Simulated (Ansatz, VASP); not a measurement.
## Two plane-wave programs on AlP

```
CELL_PARAMETERS angstrom
0.00000 2.71698 2.71698
2.71698 0.00000 2.71698
2.71698 2.71698 0.00000
ATOMIC_POSITIONS crystal
Al 0.00000 0.00000 0.00000
P 0.75000 0.75000 0.75000
```

Alike in both runs: task relaxation of cell and atoms; functional LDA; k mesh 8 × 8 × 8; no spin polarisation.

```csv
,VASP,Ansatz
version,VASP 6.6.1,Ansatz 0.2.0
potentials or method,"VASP PAW LDA potentials, release 64 (Al, P)","scalar-relativistic, plane waves, PAW"
plane-wave cutoff (eV),600,420
occupations,"gaussian, width 0.01 eV",fixed
valence electrons in the cell,8,8
```

Ansatz gave:

- gap on the k mesh at the Fermi level, each at its own relaxed structure (eV): 1.42
- relaxed volume (Å³/atom): 20.06
- relaxed cell length with the largest relative difference (Å): 3.842

What did VASP give for the same quantities?

gap on the k mesh at the Fermi level, each at its own relaxed structure (eV): 1.42; relaxed volume (Å³/atom): 20.07; relaxed cell length with the largest relative difference (Å): 3.843.

A k mesh can miss the band edges.
